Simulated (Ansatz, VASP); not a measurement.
## LiH: VASP beside Ansatz

```
Li H
1.0
     2.52902    0.00000    0.00000
     0.00000    2.52902    0.00000
     0.00000    0.00000    2.52902
Li H
1 1
Direct
  0.00000 0.00000 0.00000
  0.50000 0.50000 0.50000
```

The cell comes from a database or a generator and needn't be the stable form of this composition.

Alike in both runs: task single point; functional LDA; k mesh 6 × 6 × 6; occupations gaussian, width 0.05 eV; no spin polarisation.

|  | VASP | Ansatz |
| --- | --- | --- |
| version | VASP 6.6.1 | Ansatz 0.2.0 |
| potentials or method | VASP PAW LDA potentials, release 64 (Li_sv, H) | scalar-relativistic, plane waves, PAW |
| plane-wave cutoff (eV) | 520 | 420 |
| valence electrons in the cell | 4 | 4 |

VASP gave:

| Quantity | Value |
| --- | --- |
| gap on the k mesh at the Fermi level (eV) | 0.38 |
| least direct gap on the mesh (eV) | 3.81 |

Question: What did Ansatz give for the same quantities?

Answer: gap on the k mesh at the Fermi level (eV): 0.36; least direct gap on the mesh (eV): 3.82.

 LDA gaps usually lie below the measured ones, often by a third to a half. A k mesh can miss the band edges.
